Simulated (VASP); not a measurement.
These are PBEsol GGA, VASP's PBE PAW potentials (set 64) (plane waves; VASP 6.6.1) values and carry that method's errors.

VASP input:

**POSCAR**
```
CsI
1
    4.1949437050     0.0000000000     0.0000000000
    0.0000000000     4.1949437050     0.0000000000
    0.0000000000     0.0000000000     4.1949437050
Cs I
1 1
Direct
  0.0000000000   0.0000000000   0.0000000000
  0.5000000000   0.5000000000   0.5000000000
```

File KPOINTS:
```
Regular mesh
0
gamma
6 6 6
0 0 0
```

INCAR:
```
# general
SYSTEM  = CsI
PREC    = Accurate
ENCUT   = 500
LREAL   = .FALSE.
LASPH   = .TRUE.   # aspherical one-centre terms

# electronic loop
EDIFF   = 1E-6
NELM    = 100   # most electronic steps
ALGO    = Normal   # blocked Davidson
LMAXMIX = 4   # l cut-off of mixed one-centre charges

# smearing
ISMEAR  = 0   # Gaussian
SIGMA   = 0.05

# functional
GGA     = PS   # PBEsol

# ions
IBRION  = 2
NSW     = 40   # most ionic steps
ISIF    = 3   # ions, shape and volume
EDIFFG  = -0.02   # ionic stop
PSTRESS = 100

# output
LWAVE   = .FALSE.
LCHARG  = .FALSE.
```

POTCAR, in this order: Cs_sv I (PBE.64 set). Program: vasp_std.

Output

### OSZICAR
```
       N       E                     dE             d eps       ncg     rms          rms(c)
DAV:   1     0.882740002678E+02    0.88274E+02   -0.65077E+03   480   0.110E+03
DAV:   2     0.624268769384E+00   -0.87650E+02   -0.82850E+02   672   0.172E+02
DAV:   3    -0.558239232970E+01   -0.62067E+01   -0.61809E+01   600   0.516E+01
DAV:   4    -0.566197740862E+01   -0.79585E-01   -0.79572E-01   556   0.703E+00
DAV:   5    -0.566299923532E+01   -0.10218E-02   -0.10218E-02   600   0.819E-01    0.186E+00
DAV:   6    -0.556803113269E+01    0.94968E-01   -0.12517E-01   520   0.199E+00    0.132E+00
DAV:   7    -0.554780334880E+01    0.20228E-01   -0.10944E-01   564   0.184E+00    0.517E-01
DAV:   8    -0.554874550687E+01   -0.94216E-03   -0.78630E-03   536   0.605E-01    0.144E-01
DAV:   9    -0.554878497120E+01   -0.39464E-04   -0.24471E-04   592   0.134E-01    0.848E-02
DAV:  10    -0.554883827023E+01   -0.53299E-04   -0.26017E-04   564   0.953E-02    0.252E-02
DAV:  11    -0.554883502966E+01    0.32406E-05   -0.53689E-05   532   0.489E-02    0.291E-03
DAV:  12    -0.554883522146E+01   -0.19180E-06   -0.23219E-06   524   0.119E-02
   1 F= -.94130886E+00 E0= -.94130886E+00  d E =-.941309E+00
       N       E                     dE             d eps       ncg     rms          rms(c)
DAV:   1    -0.724056760144E+01   -0.16917E+01   -0.46631E+01   504   0.441E+01    0.832E+00
DAV:   2    -0.547942375362E+01    0.17611E+01   -0.20517E+00   484   0.951E+00    0.335E+00
DAV:   3    -0.491044602852E+01    0.56898E+00   -0.16102E+00   492   0.752E+00    0.215E+00
DAV:   4    -0.491075821540E+01   -0.31219E-03   -0.25809E-02   508   0.117E+00    0.843E-01
DAV:   5    -0.490835792099E+01    0.24003E-02   -0.10594E-02   528   0.633E-01    0.192E-01
DAV:   6    -0.490829196996E+01    0.65951E-04   -0.41945E-04   508   0.151E-01    0.123E-01
DAV:   7    -0.490828201958E+01    0.99504E-05   -0.69904E-05   556   0.553E-02    0.764E-03
DAV:   8    -0.490828254465E+01   -0.52507E-06   -0.42280E-06   500   0.150E-02
   2 F= -.10280705E+01 E0= -.10280705E+01  d E =-.867617E-01
       N       E                     dE             d eps       ncg     rms          rms(c)
DAV:   1    -0.548934039588E+01   -0.58106E+00   -0.55042E+00   504   0.141E+01    0.253E+00
DAV:   2    -0.526932777826E+01    0.22001E+00   -0.27948E-01   488   0.342E+00    0.111E+00
DAV:   3    -0.520044396052E+01    0.68884E-01   -0.20966E-01   496   0.272E+00    0.673E-01
DAV:   4    -0.520050002868E+01   -0.56068E-04   -0.23324E-03   508   0.349E-01    0.609E-01
DAV:   5    -0.520025475696E+01    0.24527E-03   -0.10811E-03   540   0.211E-01    0.717E-02
DAV:   6    -0.520018894560E+01    0.65811E-04   -0.12008E-04   500   0.764E-02    0.678E-02
DAV:   7    -0.520017185937E+01    0.17086E-04   -0.41027E-05   528   0.411E-02    0.173E-02
DAV:   8    -0.520017186940E+01   -0.10035E-07   -0.31741E-06   476   0.134E-02
   3 F= -.10732538E+01 E0= -.10732538E+01  d E =-.131945E+00
```

OUTCAR:
```
------------------------ aborting loop because EDIFF is reached ----------------------------------------
  FORCE on cell =-STRESS in cart. coord.  units (eV):
  Direction    XX          YY          ZZ          XY          YZ          ZX
  --------------------------------------------------------------------------------------
  Total        4.1129759      4.1129759      4.1129759     -0.0000000     -0.0000000      0.0000000
  in kB       99.6621652     99.6621652     99.6621652     -0.0000000     -0.0000000      0.0000000
  external PRESSURE =      -0.3378348 kB  Pullay stress =     100.0000000 kB
  volume of cell :       66.12
      direct lattice vectors                 reciprocal lattice vectors
     4.043698895  0.000000000  0.000000000     0.247298334  0.000000000  0.000000000
    -0.000000000  4.043698895  0.000000000    -0.000000000  0.247298334 -0.000000000
    -0.000000000  0.000000000  4.043698895    -0.000000000 -0.000000000  0.247298334
 POSITION                                       TOTAL-FORCE (eV/Angst)
 -----------------------------------------------------------------------------------
      0.00000      0.00000      0.00000         0.000000      0.000000      0.000000
      2.02185      2.02185      2.02185        -0.000000      0.000000      0.000000
 -----------------------------------------------------------------------------------
    total drift:                                0.000000     -0.000000     -0.000000
  FREE ENERGIE OF THE ION-ELECTRON SYSTEM (eV)
  ---------------------------------------------------
  free  energy   TOTEN  =        -5.2001718694 eV

  energy  without entropy=       -5.2001718694  energy(sigma->0) =       -5.20017187
  enthalpy is  TOTEN    =        -1.0732538119 eV   P V=        4.1269180575

 reached required accuracy - stopping structural energy minimisation
```
(Selected blocks of OUTCAR.)

File CONTCAR:
```
CsI
   1.00000000000000
     4.0436988953396744    0.0000000000000000    0.0000000000000000
    -0.0000000000000000    4.0436988953396744    0.0000000000000000
    -0.0000000000000000    0.0000000000000000    4.0436988953396744
  Cs              I
     1     1
Direct
     0.0000000000000000    0.0000000000000000    0.0000000000000000
     0.5000000000000000    0.5000000000000000    0.5000000000000000
```

Energy and stress use the plane-wave basis of the starting cell.

The compound is CsI in the CsCl type structure. This run relaxes it under an external pressure of 10 GPa. Symmetry was kept, so distortions that lower it aren't found.
